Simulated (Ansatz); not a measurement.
Runs of Ansatz 0.2.0 on SiC (Moissanite). The structure is hexagonal, space group P6_3mc (No. 186). Conventional cell: a = 3.076 Å, b = 3.076 Å, c = 5.048 Å, α = 90.00°, β = 90.00°, γ = 120.00°. Si (site symmetry 3m) has 4 C at 1.87 to 1.94 Å as nearest neighbours. C (site symmetry 3m) has 4 Si at 1.87 to 1.94 Å as nearest neighbours. 

```csv
level,smearing,gap on the mesh (eV),pressure (GPa),largest force (eV/Å)
PBE,gaussian 0.027 eV,2.48,3.7,0.75
BLYP,gaussian 0.05 eV,2.82,8.2,(a)
PBE,gaussian 0.012 eV,2.48,3.7,0.75
PBE,gaussian 0.018 eV,2.48,3.7,0.75
PBE,gaussian 0.017 eV,2.48,3.7,0.75
```

Alike in all rows: task single point; potentials or basis Ansatz PAW; no spin polarisation; cell as given; k mesh 10 × 10 × 5; cutoff (eV) 420.

Q: Estimate the missing entries.

A: (a) 0.76.

Caveats: odd divisions of the mesh miss points on the zone boundary, where band edges often lie, so the gap on the mesh can be too wide; the PAW data sets come from PBE, with cores solved anew for the run's functional, which leaves a small shift of forces and pressure (some runs).

A k mesh can miss the band edges.
